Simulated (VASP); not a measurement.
# From an Ansatz input to VASP: BaTiO$_{3}$ (strained cubic perovskite)

Ansatz input

```yaml
crystal:
  lattice:
    - [4.1538603812, 0.0, 0.0]
    - [0.0, 4.1538603812, 0.0]
    - [0.0, 0.0, 4.1538603812]
  atoms:
    - { symbol: Ba, position: [0.0, 0.0, 0.0] }
    - { symbol: Ti, position: [0.5, 0.5, 0.5] }
    - { symbol: O, position: [0.5, 0.5, 0.0] }
    - { symbol: O, position: [0.5, 0.0, 0.5] }
    - { symbol: O, position: [0.0, 0.5, 0.5] }
kpoints:
  mp_grid: { grid: [6, 6, 6] }
  band_path:
    path: [[0.0, 0.0, 0.0], [0.0, 0.5, 0.0], [0.5, 0.5, 0.0], [0.5, 0.5, 0.5]]
    npoints: 1
hamiltonian:
  xc: r2scan
scf:
  occupations: { method: fixed }
  n_extra_bands: 5
output:
  forces: true
  stress: true
  eigenvalues: true
```

Problem. Which VASP files do the same job?

Solution. 

INCAR

```
ISIF = 2
LREAL = .FALSE.
LCHARG = .FALSE.
SIGMA = 0.01
NSW = 0
ISMEAR = 0
ALGO = Normal
LASPH = .TRUE.
LWAVE = .FALSE.
METAGGA = R2SCAN
EDIFF = 1E-7
NELM = 120
NBANDS = 28
PREC = Accurate
ENCUT = 520
IBRION = -1
```

KPOINTS

```
KPOINTS created by Atomic Simulation Environment
0
Gamma
6 6 6
0 0 0
```

KPOINTS_OPT

```
special points
4
Reciprocal
0.0000000000 0.0000000000 0.0000000000 1
0.0000000000 0.5000000000 0.0000000000 1
0.5000000000 0.5000000000 0.0000000000 1
0.5000000000 0.5000000000 0.5000000000 1
```

POSCAR

```
Ba Ti O
 1.0000000000000000
     4.1538603812000003    0.0000000000000000    0.0000000000000000
     0.0000000000000000    4.1538603812000003    0.0000000000000000
     0.0000000000000000    0.0000000000000000    4.1538603812000003
 Ba  Ti  O
   1   1   3
Cartesian
  0.0000000000000000  0.0000000000000000  0.0000000000000000
  2.0769301906000002  2.0769301906000002  2.0769301906000002
  2.0769301906000002  2.0769301906000002  0.0000000000000000
  2.0769301906000002  0.0000000000000000  2.0769301906000002
  0.0000000000000000  2.0769301906000002  2.0769301906000002
```

VASP ran with the recommended PBE PAW datasets (40 valence electrons in the cell). Other inputs would serve too.

|  | Ansatz | VASP |
| --- | --- | --- |
| gap between bands v and c | 1.88 eV | 1.86 eV |
| least direct gap | 2.08 eV | 2.10 eV |
| pressure | -16.3 GPa | -15.1 GPa |

The two codes use different PAW datasets and cutoffs. VASP's cell holds 40 valence electrons and Ansatz's 40. Ansatz's stress includes a Pulay correction; VASP's doesn't.
